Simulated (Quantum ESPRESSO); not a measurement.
# CuO (F-43m) in Quantum ESPRESSO: reference runs

Aim: a first look at CuO with PBE, on the cell as given and on a disturbed one, and energy against volume gives the equilibrium volume and stiffness.

Program: Quantum ESPRESSO 7.5. These are calculated values, not measurements. Logs are shortened: lines on timing, memory, paths and dates and some standing lists are left out, and cuts for length are marked.

## (1) The crystal as given

It takes space group F-43m (No. 216, cubic). Conventional cell: a = 4.655 Å, b = 4.655 Å, c = 4.655 Å, α = 90.00°, β = 90.00°, γ = 90.00°. Around Cu (site symmetry -43m) lie 4 O at 2.02 Å. O (site symmetry -43m) is surrounded by 4 Cu at 2.02 Å.

Measurements of this composition are mostly on another form, of space group No. 15.

## (2) Single point, PBE

pw.in reads:

```
&CONTROL
  calculation = 'scf'
  prefix = 'pwscf'
  outdir = './tmp'
  pseudo_dir = './pseudo'
  tprnfor = .true.
  tstress = .true.
  disk_io = 'low'
/
&SYSTEM
  ibrav = 0
  nat = 2
  ntyp = 2
  ecutwfc = 55
  ecutrho = 440
  nbnd = 15
  occupations = 'smearing'
  smearing = 'fd'
  degauss = 0.00367493
/
&ELECTRONS
  conv_thr = 4d-10
  electron_maxstep = 120
  mixing_beta = 0.5
/
ATOMIC_SPECIES
Cu    63.5460 Cu.paw.z_11.ld1.psl.v1.0.0-low.upf
O     15.9990 O.pbe-n-kjpaw_psl.0.1.UPF
CELL_PARAMETERS angstrom
   0.0000000000    2.3272527300    2.3272527300
   2.3272527300    0.0000000000    2.3272527300
   2.3272527300    2.3272527300    0.0000000000
ATOMIC_POSITIONS crystal
Cu     0.0000000000    0.0000000000    0.0000000000
O      0.2500000000    0.2500000000    0.2500000000
K_POINTS automatic
10 10 10 0 0 0
```

pp_density.in reads:

```
&INPUTPP
  prefix = 'pwscf'
  outdir = './tmp'
  filplot = 'density.dat'
  plot_num = 0
/
&PLOT
  nfile = 1
  filepp(1) = 'density.dat'
  iflag = 3
  output_format = 6
  fileout = 'density.cube'
/
```

pp_potential.in reads:

```
&INPUTPP
  prefix = 'pwscf'
  outdir = './tmp'
  filplot = 'potential.dat'
  plot_num = 11
/
&PLOT
  nfile = 1
  filepp(1) = 'potential.dat'
  iflag = 3
  output_format = 6
  fileout = 'potential.cube'
/
```

Potentials or basis: SSSP 1.3 efficiency PBE.

On the command line:

```console
> OMP_NUM_THREADS=1 pw.x -in pw.in > pw.out
> OMP_NUM_THREADS=1 pp.x -in pp_density.in > pp_density.out
> OMP_NUM_THREADS=1 pp.x -in pp_potential.in > pp_potential.out
```

pw.out:

```text
This program is part of the open-source Quantum ESPRESSO suite
     for quantum simulation of materials; please cite
         "P. Giannozzi et al., J. Phys.:Condens. Matter 21 395502 (2009);
         "P. Giannozzi et al., J. Phys.:Condens. Matter 29 465901 (2017);
         "P. Giannozzi et al., J. Chem. Phys. 152 154105 (2020);
     in publications or presentations arising from this work. More details at

     file Cu.paw.z_11.ld1.psl.v1.0.0-low.upf: wavefunction(s)  4S 3D renormalized
     file O.pbe-n-kjpaw_psl.0.1.UPF: wavefunction(s)  2P renormalized
     Message from routine setup:
     using ibrav=0 with symmetry is DISCOURAGED, use correct ibrav instead

     G-vector sticks info
     --------------------
     sticks:   dense  smooth     PW     G-vecs:    dense   smooth      PW
     Sum        1159     583    187                26469     9377    1687

     Using Slab Decomposition

     bravais-lattice index     =            0
     lattice parameter (alat)  =       6.2195  a.u.
     unit-cell volume          =     170.1207 (a.u.)^3
     number of atoms/cell      =            2
     number of atomic types    =            2
     number of electrons       =        17.00
     number of Kohn-Sham states=           15
     kinetic-energy cutoff     =      55.0000  Ry
     charge density cutoff     =     440.0000  Ry
     scf convergence threshold =      4.0E-10
     mixing beta               =       0.5000
     number of iterations used =            8  plain     mixing
     Exchange-correlation= SLA  PW   PBX  PBC
                           (   1   4   3   4   0   0   0)

     celldm(1)=   6.219528  celldm(2)=   0.000000  celldm(3)=   0.000000
     celldm(4)=   0.000000  celldm(5)=   0.000000  celldm(6)=   0.000000

     crystal axes: (cart. coord. in units of alat)
               a(1) = (   0.000000   0.707107   0.707107 )
               a(2) = (   0.707107   0.000000   0.707107 )
               a(3) = (   0.707107   0.707107   0.000000 )

     reciprocal axes: (cart. coord. in units 2 pi/alat)
               b(1) = ( -0.707107  0.707107  0.707107 )
               b(2) = (  0.707107 -0.707107  0.707107 )
               b(3) = (  0.707107  0.707107 -0.707107 )

     PseudoPot. # 1 for Cu read from file:
     Cu.paw.z_11.ld1.psl.v1.0.0-low.upf
     Pseudo is Projector augmented-wave + core cor, Zval = 11.0
     Generated using &quot;atomic&quot; code by A. Dal Corso  v.6.3MaX
     Shape of augmentation charge: PSQ
     Using radial grid of 1199 points,  6 beta functions with:
                l(1) =   0
                l(2) =   0
                l(3) =   1
                l(4) =   1
                l(5) =   2
                l(6) =   2
     Q(r) pseudized with 0 coefficients

     PseudoPot. # 2 for O  read from file:
     O.pbe-n-kjpaw_psl.0.1.UPF
     Pseudo is Projector augmented-wave + core cor, Zval =  6.0
     Generated using "atomic" code by A. Dal Corso  v.5.0.99 svn rev. 10869
     Shape of augmentation charge: BESSEL
     Using radial grid of 1095 points,  4 beta functions with:
                l(1) =   0
                l(2) =   0
                l(3) =   1
                l(4) =   1
     Q(r) pseudized with 0 coefficients

     atomic species   valence    mass     pseudopotential
     Cu               11.00    63.54600     Cu( 1.00)
     O                 6.00    15.99900     O ( 1.00)

     24 Sym. Ops. (no inversion) found

   Cartesian axes

     site n.     atom                  positions (alat units)
         1        Cu     tau(   1) = (   0.0000000   0.0000000   0.0000000  )
         2        O      tau(   2) = (   0.3535534   0.3535534   0.3535534  )

     number of k points=    47  Fermi-Dirac smearing, width (Ry)=  0.0037
                       cart. coord. in units 2pi/alat
        k(    1) = (   0.0000000   0.0000000   0.0000000), wk =   0.0020000
        k(    2) = (   0.0707107   0.0707107  -0.0707107), wk =   0.0160000
        k(    3) = (   0.1414214   0.1414214  -0.1414214), wk =   0.0160000
        k(    4) = (   0.2121320   0.2121320  -0.2121320), wk =   0.0160000
        k(    5) = (   0.2828427   0.2828427  -0.2828427), wk =   0.0160000
        k(    6) = (  -0.3535534  -0.3535534   0.3535534), wk =   0.0080000
[... 39 lines left out ...]
        k(   46) = (  -0.0707107  -0.3535534   0.6363961), wk =   0.0480000
        k(   47) = (  -0.7071068   0.2828427   0.0000000), wk =   0.0240000

     Dense  grid:    26469 G-vectors     FFT dimensions: (  45,  45,  45)

     Smooth grid:     9377 G-vectors     FFT dimensions: (  30,  30,  30)

     Initial potential from superposition of free atoms

     starting charge      16.9998, renormalised to      17.0000
     Starting wfcs are   13 randomized atomic wfcs +    2 random wfcs

     Self-consistent Calculation

     iteration #  1     ecut=    55.00 Ry     beta= 0.50
     Davidson diagonalization with overlap
     ethr =  1.00E-02,  avg # of iterations =  5.0

     total energy              =    -254.41944566 Ry
     estimated scf accuracy    <       0.52858638 Ry
[... 64 lines left out ...]
     iteration # 11     ecut=    55.00 Ry     beta= 0.50
     Davidson diagonalization with overlap
     ethr =  4.73E-12,  avg # of iterations =  1.4

     End of self-consistent calculation

          k = 0.0000 0.0000 0.0000 (  1211 PWs)   bands (ev):

   -11.9052   2.0206   2.0206   2.0206   4.5787   4.5787   7.1213   7.1213
     7.1213   7.2504  20.1944  20.1944  20.1944  26.6273  26.7763

          k = 0.0707 0.0707-0.0707 (  1203 PWs)   bands (ev):
[... 141 lines left out ...]
   -11.2093   1.1999   2.3854   2.5799   4.3121   4.6922   4.8538   5.4512
     5.6598  13.0134  15.3543  16.9825  20.3409  21.0964  28.9159

          k =-0.7071 0.0000 0.0000 (  1162 PWs)   bands (ev):

   -11.2050   0.9231   2.6605   2.6605   4.3754   4.7734   5.1287   5.3927
     5.3927  12.1468  15.5627  17.7381  20.4786  20.4786  27.3039

          k = 0.2828 0.1414 0.0000 (  1176 PWs)   bands (ev):

   -11.6220   1.3883   2.1514   2.1926   4.4586   4.6408   5.9719   6.3864
     6.7589   9.7993  17.5606  18.7892  20.5336  22.4663  26.7838

          k = 0.3536 0.2121-0.0707 (  1176 PWs)   bands (ev):
[... 51 lines left out ...]
   -11.2244   1.5389   1.9595   2.5518   4.3089   4.6216   4.9703   5.2487
     5.9180  13.8130  14.9784  16.5609  19.3829  23.1692  27.6571

          k =-0.7071 0.1414 0.0000 (  1164 PWs)   bands (ev):

   -11.2041   1.0696   2.4954   2.6595   4.3962   4.7010   4.9359   5.2697
     5.6393  12.6260  15.5267  17.4845  19.5442  21.4360  28.1552

          k =-0.1414-0.4243 0.7071 (  1175 PWs)   bands (ev):
[... 6 lines left out ...]
   -11.2184   1.6104   1.8778   2.6000   4.3707   4.6122   4.9198   5.1440
     5.9100  13.8495  15.1730  16.7749  18.5603  24.0534  26.8480

          k =-0.7071 0.2828 0.0000 (  1172 PWs)   bands (ev):

   -11.2026   1.4548   2.0694   2.6577   4.4436   4.5435   4.8806   5.0702
     5.8338  13.6204  15.4707  17.2256  17.9982  23.4919  27.8097

     the Fermi energy is     6.4019 ev

!    total energy              =    -254.67687316 Ry
     total all-electron energy =     -3460.403532 Ry
     estimated scf accuracy    <          1.7E-11 Ry
     smearing contrib. (-TS)   =      -0.00173397 Ry
     internal energy E=F+TS    =    -254.67513919 Ry

     The total energy is F=E-TS. E is the sum of the following terms:
     one-electron contribution =     -56.26567477 Ry
     hartree contribution      =      46.69993978 Ry
     xc contribution           =     -51.87302829 Ry
     ewald contribution        =     -93.87258385 Ry
     one-center paw contrib.   =     -99.36379205 Ry

     convergence has been achieved in  11 iterations

     Forces acting on atoms (cartesian axes, Ry/au):

     atom    1 type  1   force =    -0.00000000   -0.00000000    0.00000000
     atom    2 type  2   force =     0.00000000   -0.00000000   -0.00000000

     Total force =     0.000000     Total SCF correction =     0.000000

     Computing stress (Cartesian axis) and pressure

          total   stress  (Ry/bohr**3)                   (kbar)     P=      -98.49
  -0.00066950   0.00000000  -0.00000000          -98.49        0.00       -0.00
  -0.00000000  -0.00066950  -0.00000000           -0.00      -98.49       -0.00
   0.00000000  -0.00000000  -0.00066950            0.00       -0.00      -98.49

=------------------------------------------------------------------------------=
   JOB DONE.
=------------------------------------------------------------------------------=
```

pp_potential.out:

```text
This program is part of the open-source Quantum ESPRESSO suite
     for quantum simulation of materials; please cite
         "P. Giannozzi et al., J. Phys.:Condens. Matter 21 395502 (2009);
         "P. Giannozzi et al., J. Phys.:Condens. Matter 29 465901 (2017);
         "P. Giannozzi et al., J. Chem. Phys. 152 154105 (2020);
     in publications or presentations arising from this work. More details at

     file Cu.paw.z_11.ld1.psl.v1.0.0-low.upf: wavefunction(s)  4S 3D renormalized
     file O.pbe-n-kjpaw_psl.0.1.UPF: wavefunction(s)  2P renormalized

     IMPORTANT: XC functional enforced from input :
     Exchange-correlation= PBE
                           (   1   4   3   4   0   0   0)
     Any further DFT definition will be discarded
     Please, verify this is what you really want

     G-vector sticks info
     --------------------
     sticks:   dense  smooth     PW     G-vecs:    dense   smooth      PW
     Sum        1159     583    187                26469     9377    1687

     Using Slab Decomposition

     Calling punch_plot, plot_num =  11
     Writing data to file  potential.dat
     Reading data from file  potential.dat

     Writing data to be plotted to file potential.cube
     Plot Type: 3D                     Output format: Gaussian cube

=------------------------------------------------------------------------------=
   JOB DONE.
=------------------------------------------------------------------------------=
```

Run time: 18 s. Hardware: 1 thread of Arm Neoverse V2, shared host; peak memory 0.15 GiB.

Results:

```
Free energy            : -3465.0554 eV
Pressure               : -9.8 GPa
Band gap on the k mesh : none (metal or under the smearing width)
```

Levels at points of the mesh, in eV from the Fermi level:
| k point | band 5 | band 6 | band 7 | band 8 | band 9 | band 10 | band 11 | band 12 | band 13 | band 14 |
| --- | --- | --- | --- | --- | --- | --- | --- | --- | --- | --- |
| (0.00, 0.00, 0.00) | -1.82 | -1.82 | 0.72 | 0.72 | 0.72 | 0.85 | 13.79 | 13.79 | 13.79 | 20.23 |
| (0.00, 0.00, -0.50) | -1.73 | -1.73 | -1.65 | 0.00 | 0.00 | 5.78 | 7.60 | 13.46 | 13.46 | 17.28 |
| (0.00, -0.50, -0.50) | -2.03 | -1.63 | -1.27 | -1.01 | -1.01 | 5.74 | 9.16 | 11.34 | 14.08 | 14.08 |

Caveat: an odd number of electrons without spin polarisation forces a metal; a magnetic or distorted state may lie lower; the run has no spin polarisation, though such a crystal can be magnetic; semilocal functionals often make such compounds metallic where correlation or magnetic order opens a gap, which also shifts bond lengths.

## (3) Single point, PBE (atoms moved at random, drawn with an rms of 0.05 Å)

Changes to pw.in since step 2:

```diff
@@ -7,3 +7,3 @@
   tstress = .true.
-  disk_io = 'low'
+  disk_io = 'nowf'
 /
@@ -33,4 +33,4 @@
 ATOMIC_POSITIONS crystal
-Cu     0.0000000000    0.0000000000    0.0000000000
-O      0.2500000000    0.2500000000    0.2500000000
+Cu     0.0031940000   -0.0004050000    0.0018920000
+O      0.2405220000    0.2396770000    0.2707110000
 K_POINTS automatic
```

Potentials or basis: SSSP 1.3 efficiency PBE.

On the command line:

```console
> OMP_NUM_THREADS=1 pw.x -in pw.in > pw.out
```

It took 1.9 min on 1 thread of Arm Neoverse V2, shared host; peak memory 0.27 GiB.

It converged, with:

```yaml
Free_energy: -3465.0511 eV
Pressure: -9.7 GPa
Largest_force: 0.160 eV/Å
Band_gap_on_the_k_mesh: none (metal or under the smearing width)
```

Forces on the atoms (eV/Å):
```
Cu   0.068  0.060 -0.132
O   -0.068 -0.060  0.132
```

Stress tensor (GPa, compression positive):
```
-9.65  0.57 -0.35
 0.57 -9.65 -0.35
-0.35 -0.35 -9.67
```

Levels at points of the mesh, in eV from the Fermi level:
| k point | band 6 | band 7 | band 8 | band 9 | band 10 | band 11 | band 12 | band 13 |
| --- | --- | --- | --- | --- | --- | --- | --- | --- |
| (0.00, 0.00, 0.00) | -1.83 | 0.64 | 0.66 | 0.75 | 0.94 | 13.77 | 13.79 | 13.84 |
| (0.00, 0.00, -0.50) | -1.74 | -1.72 | -0.16 | -0.10 | 5.80 | 7.68 | 13.41 | 13.63 |
| (0.00, -0.50, -0.50) | -1.64 | -1.26 | -1.05 | -0.97 | 5.74 | 9.15 | 11.32 | 14.05 |
| (0.50, 0.50, 0.50) | -1.70 | -1.66 | -0.08 | 0.02 | 5.78 | 7.61 | 13.26 | 13.70 |
| (-0.50, 0.00, 0.00) | -1.69 | -1.59 | 0.03 | 0.11 | 5.76 | 7.54 | 13.25 | 13.61 |
| (0.00, -0.50, 0.00) | -1.69 | -1.60 | 0.01 | 0.10 | 5.76 | 7.55 | 13.24 | 13.63 |
| (-0.50, 0.00, -0.50) | -1.64 | -1.26 | -1.04 | -0.98 | 5.74 | 9.15 | 11.31 | 14.06 |
| (-0.50, -0.50, 0.00) | -1.64 | -1.27 | -1.10 | -0.92 | 5.74 | 9.15 | 11.33 | 14.00 |

Caveat: an odd number of electrons without spin polarisation forces a metal; a magnetic or distorted state may lie lower; the run has no spin polarisation, though such a crystal can be magnetic; semilocal functionals often make such compounds metallic where correlation or magnetic order opens a gap, which also shifts bond lengths.

## (4) Single point, PBE, 11.85 Å³/atom

Changes to pw.in since step 3:

```diff
@@ -29,8 +29,8 @@
 CELL_PARAMETERS angstrom
-   0.0000000000    2.3272527300    2.3272527300
-   2.3272527300    0.0000000000    2.3272527300
-   2.3272527300    2.3272527300    0.0000000000
+   0.0000000000    2.2797444458    2.2797444458
+   2.2797444458    0.0000000000    2.2797444458
+   2.2797444458    2.2797444458    0.0000000000
 ATOMIC_POSITIONS crystal
-Cu     0.0031940000   -0.0004050000    0.0018920000
-O      0.2405220000    0.2396770000    0.2707110000
+Cu     0.0000000000    0.0000000000    0.0000000000
+O      0.2500000000    0.2500000000    0.2500000000
 K_POINTS automatic
```

On the command line:

```console
> OMP_NUM_THREADS=1 pw.x -in pw.in > pw.out
```

It took 16 s on 1 thread of Arm Neoverse V2, shared host; peak memory 0.14 GiB.

It converged, with:

* Free energy: -3465.1156 eV
* Pressure: -3.2 GPa
* Band gap on the k mesh: none (metal or under the smearing width)

Caveat: an odd number of electrons without spin polarisation forces a metal; a magnetic or distorted state may lie lower; the run has no spin polarisation, though such a crystal can be magnetic; semilocal functionals often make such compounds metallic where correlation or magnetic order opens a gap, which also shifts bond lengths.

[end of part 1 of 2]
